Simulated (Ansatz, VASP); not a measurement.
# Cross-check of Ni8S7 between VASP and Ansatz, part 2 of 2

One calculation is typed for both programs; each brings its own data sets and cutoff. How far apart do they land? The structure shown is the end of the VASP relaxation below.

VASP 6.6.1 and Ansatz 0.2.0.

So far: Set-up; VASP: relaxation, LDA.

## (3) Ansatz: single point, LDA

Level of this step: Ansatz beside VASP: Kohn-Sham DFT, plane waves, LDA (Ansatz).

Ansatz runs on its default PAW (the set named soft_2) files.

The same cell, functional (in two slightly different forms), mesh and smearing now go to Ansatz, which takes its cutoff from its data sets.

Input file input.yaml:

```yaml
crystal:
  lattice:
    - [-5.0685167, 2.92630948, 4.99846264]
    - [5.0685167, -2.92630948, 4.99846264]
    - [1.68950557, 2.92630948, -4.99846264]
  atoms:
    - { symbol: Ni, position: [0.22042656, 0.20190252, 0.92796699], spin: 1.0 }
    - { symbol: Ni, position: [0.79056511, 0.77409132, 0.0704994], spin: 1.0 }
    - { symbol: Ni, position: [0.75787706, 0.24894381, 0.49948507], spin: 1.0 }
    - { symbol: Ni, position: [0.22265991, 0.7600378, 0.49874502], spin: 1.0 }
    - { symbol: Ni, position: [0.04630738, 0.02953448, 0.06949619], spin: 1.0 }
    - { symbol: Ni, position: [0.47603107, 0.45810304, 0.92793473], spin: 1.0 }
    - { symbol: Ni, position: [0.48880636, 0.02605547, 0.49773932], spin: 1.0 }
    - { symbol: Ni, position: [0.00038703, 0.49073761, 0.49717248], spin: 1.0 }
    - { symbol: S, position: [0.04253897, 0.20746756, 0.49931963] }
    - { symbol: S, position: [0.05738339, 0.72319689, 0.03020857] }
    - { symbol: S, position: [0.5268818, 0.19109581, 0.96726872] }
    - { symbol: S, position: [0.48741728, 0.33232821, 0.49939466] }
    - { symbol: S, position: [0.91666862, 0.7617084, 0.4986733] }
    - { symbol: S, position: [0.9592126, 0.28955916, 0.99835253] }
    - { symbol: S, position: [0.45919282, 0.79009774, 0.9983877] }
hamiltonian:
  xc: lda
  pseudopotentials: { kind: paw }
magnetization:
  spin_polarized: true
kpoints:
  mp_grid: { grid: [5, 5, 5] }
scf:
  occupations: { method: methfessel_paxton, width: 0.15 }
  n_extra_bands: 13
output:
  forces: true
  eigenvalues: true
```

Command:

```
$ ansatz run input.yaml --threads 4 --pin off --max-ram 9216MiB --backend cpu --events-out ev --progress --plain --runs-dir out
```

Numbers of over 12 decimals in the logs are rounded to 6 here.

The log of the run:

```text
Warning: the band count 106 (scf.n_extra_bands) hosts the net moment |M| = 8.0000 μB (N_el = 186) but caps the reachable moment at 2·n_bands − N_el = 26.0000 μB, below the 117 bands that the automatic rule leaves for it — a moment growing past the seed, or the majority channel's smearing tail, pins there with fewer empty majority states than that count leaves; raise or omit scf.n_extra_bands unless the cap is intended
scf.n_extra_bands = 13 over 93 filled bands (N_el = 186.0): the run solves 106 bands
Engine: ansatz 0.2.0, aarch64-unknown-linux-gnu
Pseudopotentials: kind: paw
Pseudopotential: Ni, paw, valence charge 18, recommended cutoff 420 eV (normal), Ni.paw.azcp
Pseudopotential: S, paw, valence charge 6, recommended cutoff 420 eV (normal), S.paw.azcp
Functional definition: SPW92
  exchange = slater_x
  correlation = pw_c
Crystal: 15 atoms, lattice volume = 197.700 Å³
Basis set: ecut = 420 eV, 3833 PW (Γ)
Bands: 106, of which v1, the nominal top of the filled ones, is band 93 counted from 1 (92 counted from 0)
Symmetry: 1 space group operations
Space group: P1 (ITA 1), of the structure as read, at distance tolerance 5.8e-5 Å
Magnetic group: BNS 1.1 (UNI 1), of the structure as read, at distance tolerance 5.8e-5 Å
k-points: 63 of 125 (time reversal used)
Non-local potential: Ni, projectors of the file, l = 0: 3, l = 1: 2, l = 2: 3, l = 3: 1
Non-local potential: S, projectors of the file, l = 0: 2, l = 1: 2, l = 2: 2
PAW form: soft (Blöchl's): semilocal exchange-correlation on the pseudo side does not see the compensation charge
PAW frozen core: Ni, regenerated for the run's functional, and the local potential with it (the file was generated under x = pbe(κ = 0.804, μ = 0.219515), c = pbe(β = 0.066725))
PAW frozen core: S, regenerated for the run's functional, and the local potential with it (the file was generated under x = pbe(κ = 0.804, μ = 0.219515), c = pbe(β = 0.066725))
PAW one-centre angular grid: Ni, 590 points (default); XC on 64 Gauss nodes
PAW one-centre angular grid: S, 110 points (default); XC on 64 Gauss nodes
Initial density: superposition of atomic densities (chi_scale 0.1, normalization cell)
Starting moments: Σ|m| = 8 μB on 8 of 15 sites
Initial wavefunctions: pseudopotential atomic-orbital guess
Functional: x = slater, c = lda
iter 1 solved again at ethr=1.13e-3 eV; its pass at ethr=3.10e-3 eV (dr2=2.10e0 eV) is discarded
SCF iter   1: F=—  HF=-52260.983577 eV  |F-HF|=—  |Δ(HF+E_count)|=         —  Δρ=7.69e-2 (↑6.33e-2 ↓7.69e-2)  dr2=2.09e0  dr2_m=7.90e0  M=2.083 μB ∫|m|=2.275 μB  β_m=0.30  ethr=1.13e-3  ⟨swp⟩=1.0  Hψ=66420  notcnv=0
Mixer restart at iter 1: flushing history
preconditioner: auto → Kerker (q_TF=auto, 2.701 Å⁻¹)  [metal: Δε(μ)=0.001 eV  Ē_g=6.678 eV  σ=0.150 eV  W_gap=0.01  n_scr=66 (ndim 8)  ℏωp=29.2 eV  f_vac=0.022  D(μ)=13.78/eV (n_scr^D=152)]
spin=Collinear: Kerker preconditioning applied to the charge; magnetization (m = ρ↑ − ρ↓) channel mixes plain (no charge-response kernel on spin).
SCF iter   2: F=—  HF=-52267.417295 eV  |F-HF|=—  |Δ(HF+E_count)|=    6.43e0  Δρ=7.18e-2 (↑4.48e-2 ↓7.18e-2)  dr2=2.80e0  dr2_m=5.60e0  M=1.372 μB ∫|m|=1.567 μB  β_m=0.65  ethr=1.12e-3  ⟨swp⟩=2.0  Hψ=14227  notcnv=0
SCF iter   3: F=—  HF=-52280.571162 eV  |F-HF|=—  |Δ(HF+E_count)|=    1.32e1  Δρ=3.24e-2 (↑3.24e-2 ↓1.46e-2)  dr2=1.69e0  dr2_m=2.17e-1  M=0.204 μB ∫|m|=0.297 μB  β_m=0.62  ethr=1.12e-3  ⟨swp⟩=4.8  Hψ=30735  notcnv=0  defer=1
SCF iter   4: F=—  HF=-52279.420911 eV  |F-HF|=—  |Δ(HF+E_count)|=    1.15e0  Δρ=1.51e-2 (↑1.51e-2 ↓8.45e-3)  dr2=1.16e0  dr2_m=2.85e-2  M=-0.032 μB ∫|m|=0.047 μB  β_m=0.59  ethr=9.06e-4  ⟨swp⟩=2.2  Hψ=28662  notcnv=0  defer=613
SCF iter   5: F=—  HF=-52279.334442 eV  |F-HF|=—  |Δ(HF+E_count)|=   8.65e-2  Δρ=5.69e-3 (↑3.99e-3 ↓5.69e-3)  dr2=2.59e-1  dr2_m=2.92e-3  M=0.031 μB ∫|m|=0.054 μB  β_m=0.64  ethr=6.26e-4  ⟨swp⟩=2.0  Hψ=15833  notcnv=0  defer=613
SCF iter   6: F=—  HF=-52279.317045 eV  |F-HF|=—  |Δ(HF+E_count)|=   1.74e-2  Δρ=6.28e-3 (↑6.28e-3 ↓4.47e-3)  dr2=1.58e-1  dr2_m=5.12e-3  M=0.032 μB ∫|m|=0.048 μB  β_m=0.58  ethr=1.39e-4  ⟨swp⟩=2.0  Hψ=19109  notcnv=0  defer=612
SCF iter   7: F=—  HF=-52279.303762 eV  |F-HF|=—  |Δ(HF+E_count)|=   1.33e-2  Δρ=4.19e-3 (↑3.50e-3 ↓4.19e-3)  dr2=8.25e-2  dr2_m=3.87e-4  M=-0.009 μB ∫|m|=0.011 μB  β_m=0.76  ethr=8.48e-5  ⟨swp⟩=1.0  Hψ=16341  notcnv=0  defer=609
SCF iter   8: F=—  HF=-52279.305091 eV  |F-HF|=—  |Δ(HF+E_count)|=   1.33e-3  Δρ=9.22e-4 (↑9.22e-4 ↓9.04e-4)  dr2=5.62e-3  dr2_m=7.80e-4  M=-0.012 μB ∫|m|=0.015 μB  β_m=0.88  ethr=4.43e-5  ⟨swp⟩=2.0  Hψ=18585  notcnv=0  defer=618
[...]
iteration 13: the input's own smearing fills from here on; a Gaussian of 0.15 eV has filled iterations ahead of it
SCF iter  14: F=—  HF=-52279.240816 eV  |F-HF|=—  |Δ(HF+E_count)|=   7.99e-4  S|Δr|=    0.00e0  Δρ=1.66e-3 (↑1.66e-3 ↓1.66e-3)  dr2=1.83e-2  dr2_m=1.24e-9  M=0.000 μB ∫|m|=0.000 μB  β_m=0.27  ethr=4.94e-8  ⟨swp⟩=3.0  Hψ=29349  notcnv=0  defer=618  recentre
SCF iter  15: F=—  HF=-52279.239950 eV  |F-HF|=—  |Δ(HF+E_count)|=   8.65e-4  S|Δr|=    0.00e0  Δρ=5.26e-4 (↑5.25e-4 ↓5.26e-4)  dr2=1.68e-3  dr2_m=2.90e-9  M=0.000 μB ∫|m|=0.000 μB  β_m=0.20  ethr=4.94e-8  ⟨swp⟩=3.0  Hψ=29025  notcnv=0  defer=618
SCF iter  16: F=—  HF=-52279.239842 eV  |F-HF|=—  |Δ(HF+E_count)|=   1.08e-4  S|Δr|=    0.00e0  Δρ=1.84e-4 (↑1.83e-4 ↓1.84e-4)  dr2=1.17e-4  dr2_m=1.98e-9  M=0.000 μB ∫|m|=0.000 μB  β_m=0.27  ethr=4.94e-8  ⟨swp⟩=2.0  Hψ=21723  notcnv=0  defer=618
SCF iter  17: F=—  HF=-52279.239809 eV  |F-HF|=—  |Δ(HF+E_count)|=   3.26e-5  S|Δr|=    0.00e0  Δρ=8.44e-5 (↑8.44e-5 ↓8.43e-5)  dr2=4.50e-5  dr2_m=7.16e-10  M=0.000 μB ∫|m|=0.000 μB  β_m=0.22  ethr=4.94e-8  ⟨swp⟩=2.0  Hψ=17835  notcnv=0  defer=618
SCF iter  18: F=—  HF=-52279.239807 eV  |F-HF|=—  |Δ(HF+E_count)|=   2.46e-6  S|Δr|=    0.00e0  Δρ=3.07e-5 (↑3.07e-5 ↓3.04e-5)  dr2=3.57e-6  dr2_m=5.90e-10  M=0.000 μB ∫|m|=0.000 μB  β_m=0.40  ethr=2.42e-8  ⟨swp⟩=1.0  Hψ=12738  notcnv=0  defer=618
SCF iter  19: F=—  HF=-52279.239806 eV  |F-HF|=—  |Δ(HF+E_count)|=   5.31e-7  S|Δr|=    0.00e0  Δρ=3.10e-5 (↑3.10e-5 ↓3.09e-5)  dr2=5.99e-6  dr2_m=1.76e-10  M=0.000 μB ∫|m|=0.000 μB  β_m=0.40  ethr=1.92e-9  ⟨swp⟩=2.0  Hψ=19228  notcnv=0  defer=618
SCF iter  20: F=—  HF=-52279.239806 eV  |F-HF|=—  |Δ(HF+E_count)|=   2.21e-7  S|Δr|=    0.00e0  Δρ=1.83e-5 (↑1.83e-5 ↓1.83e-5)  dr2=2.66e-6  dr2_m=1.18e-10  M=0.000 μB ∫|m|=0.000 μB  β_m=0.33  ethr=1.92e-9  ⟨swp⟩=2.0  Hψ=16662  notcnv=0  defer=618
SCF iter  21: F=—  HF=-52279.239806 eV  |F-HF|=—  |Δ(HF+E_count)|=   1.18e-7  S|Δr|=    0.00e0  Δρ=8.56e-6 (↑8.56e-6 ↓8.52e-6)  dr2=6.40e-7  dr2_m=7.38e-11  M=0.000 μB ∫|m|=0.000 μB  β_m=0.57  ethr=1.43e-9  ⟨swp⟩=1.0  Hψ=12738  notcnv=0  defer=618
SCF iter  22: F=—  HF=-52279.239806 eV  |F-HF|=—  |Δ(HF+E_count)|=   1.89e-8  S|Δr|=    0.00e0  Δρ=1.45e-5 (↑1.45e-5 ↓1.45e-5)  dr2=1.47e-6  dr2_m=1.87e-11  M=0.000 μB ∫|m|=0.000 μB  β_m=0.35  ethr=3.44e-10  ⟨swp⟩=2.0  Hψ=16492  notcnv=0  defer=618  recentre
SCF iter  23: F=-52279.239806 eV  HF=-52279.239806 eV  |F-HF|=2.78e-8  |Δ(HF+E_count)|=   7.38e-8  S|Δr|=    0.00e0  Δρ=1.92e-6 (↑1.90e-6 ↓1.92e-6)  dr2=4.09e-8  dr2_m=1.49e-11  M=0.000 μB ∫|m|=0.000 μB  ethr=5.38e-11  ⟨swp⟩=8.3  Hψ=64209  notcnv=0
SCF 1 converged in 23 iterations: F = -52279.239806 eV  dr2 = 4.09e-8
  greatest PAW one-centre occupation: 1.002 electrons in one spin orbital (limit 2), on the Ni atom at site 7 (counted from 0), in its partial waves of l = 1
WARN: the starting moments were not kept: the SCF closed with an absolute magnetisation of 8.9e-6 μB, where they sum to 8 μB in size (8 sites). That is at most 0.1 of that sum. Measured as dr2_m measures the in/out step, that magnetisation stands 2.0e-11 eV from none, at or under the dr2_threshold of 1.0e-7 eV: it is no larger than a step whose dr2_m would equal this threshold. The system may hold no moment; this SCF [...]
this state was not tested for a lower state beside it, because cold or Methfessel-Paxton smearing, or corrected tetrahedra, fill the levels in a way that the test cannot read (fill_not_monotonic; see scf.lower_state_search)
SCF converged after 23 iterations
Magnetization: 0.0000 μB (93.0000 up, 93.0000 down)
Absolute magnetization: 0.0000 μB (∫|ρ↑−ρ↓|, with the PAW one-centre terms)
Spin contamination: 0.0000 ħ² per cell (⟨S²⟩ above its minimum at these occupations)
Per-site moments (μB) at R_I (Å): [(9.071317580976797e-7, 0.912382), (9.509839989087023e-7, 0.910393), (8.65430061691305e-7, 0.933651), (8.080788875597818e-7, 0.907057), (9.563235251000193e-7, 0.910618), (9.375998257767362e-7, 0.910685), (8.365079897116322e-7, 0.907473), (9.52996086255747e-7, 0.932102), (1.0728178769629837e-7, 0.910393), (8.838021891607296e-8, 0.907473), (9.26156332076204e-8, 0.907057), (1.7015637570707588e-7, 0.933707), (1.590709791844156e-7, 0.932886), (2.322786806641647e-7, 0.955120), (2.3212376760845796e-7, 0.957548)]
Free energy (F): -52279.239806 eV
Harris-Foulkes:  -52279.239806 eV  (|F-HF|=2.78e-8)
Internal energy: -52279.244158 eV  (E = F + TS)
E sigma→0 (E₀):  -52279.240894 eV
Entropy (-TS):   0.004352 eV (0.290 meV/atom)
Fermi energy:    13.289839 eV
Step filling:    the computed levels leave a gap of 0.0140 eV = 0.1 smearing widths at the electron count; against every level under it full and every level over it empty, smearing changes F+E_penalty+E_count by +4.965 meV and its σ→0 estimate by +3.877 meV
--- Per-component energies (eV) ---
  E_band       = -2767.712398
  E_kinetic    = 3045.367583
  E_local      = -36586.578130  (includes V_loc(G=0)·N_el)
  E_nonlocal   = 5357.440509
  E_hartree    = 15608.290396
  E_xc         = -1357.082871
  E_vxc        = -1499.106352  (∫ρ·V_xc dr)
  E_paw        = -16519.067051  (= ΣΔE_a)
  E_vpaw       = -4301.422625  (= ΣTr[D̂ρ^β])
  E_aug_tail   = 0.003506  (compensation charges beyond the density's cutoff)
  E_ewald      = -21832.163448
  E_core_change = 4.545346  (= ΣΔE_core)
  E_smearing   = 0.004352  (= −TS)
  E_closure    = 0.000000  (closes the sum)
  Σ components = -52279.239806   (vs F -52279.239806, Δ=0.00e0)
--- Forces (eV/Å), atoms counted from 1 ---
  atom   1  Ni    -0.01912729    -0.02790512    -0.00284575
  atom   2  Ni    -0.00632635     0.02657962    -0.00775698
  atom   3  Ni     0.02341394    -0.01150120     0.02939077
  atom   4  Ni    -0.02056752     0.01320814     0.00595391
  atom   5  Ni     0.00246803     0.02551489     0.00708361
  atom   6  Ni    -0.02132897    -0.01550986     0.00335502
  atom   7  Ni    -0.01989378     0.02082085    -0.00479338
  atom   8  Ni     0.03439572    -0.01745498    -0.02289891
  atom   9  S     -0.00826802     0.02068773    -0.01471709
  atom  10  S     -0.01406104     0.00176399    -0.01130286
  atom  11  S      0.01937656    -0.01255620    -0.00502185
  atom  12  S      0.01684585    -0.02619799     0.02960523
  atom  13  S      0.01687090    -0.00453518    -0.00666451
  atom  14  S     -0.00403778     0.00165773     0.00910814
  atom  15  S      0.00020550     0.00544753    -0.00849938
  max |Σ_I F_I| component: 3.43e-5 eV/Å
--- Band table (eV; the first three rows and the last of 126) ---
  k-point 0 ↑: bands = [... 89 lower, 12.9290, 12.9715, 13.0175, 13.1492, 13.7483, 13.8893, 13.9044, 14.0510, ... 9 higher]
  k-point 1 ↑: bands = [... 89 lower, 12.7948, 12.8308, 13.0670, 13.1180, 13.5117, 13.6351, 13.7640, 13.8991, ... 9 higher]
  k-point 2 ↑: bands = [... 89 lower, 12.7462, 12.8549, 13.1077, 13.1353, 13.3356, 13.4102, 13.7549, 13.8218, ... 9 higher]
  k-point 62 ↓: bands = [... 89 lower, 12.7649, 12.8691, 13.0011, 13.1486, 13.2278, 13.8972, 14.0075, 14.1550, ... 9 higher]
```

The job ended after 4.1 min (4 threads of Arm Neoverse V1, shared host; peak memory 2.1 GiB).

## (4) Side by side

Known differences besides the potentials themselves: the two LDA forms differ slightly; the data sets hold 186 valence electrons in Ansatz (default PAW (the set named soft_2) files) and 122 in VASP; the cutoff is 420 eV in Ansatz and 280 eV in VASP (PREC = Normal, projectors in real space); VASP's log shows a relativistic correction to its local exchange, Ansatz's none. Total energies have different zeros and are not compared.

At this near-relaxed geometry the largest component of a force difference is 16 meV/Å. VASP's last cycles still show a density residual of 7e-03, so its state may not be settled.

## (5) Outcome

| Quantity | Value |
| --- | --- |
| r.m.s. force difference (single point, LDA) | 6.0 meV/Å |

In words: The r.m.s. force difference is 6.0 meV/Å (single point, LDA), within the 12 meV/Å picked in this series as the mark of a large difference. How closely two codes agree says nothing of how well the functional describes the real material.

[Lines on the potential files, build, host, timing and source positions are cut from VASP's logs without a mark.]

[Logs are printed without paths, hosts, clocks, repeated set-up lines and the standing remarks that a program may print on its own settings, such as how far it seeks lower states.]

[Hosts, paths, dates, database ids (printed as entryN), source tags and the programs' standing remarks are cut or masked in the printed files.]
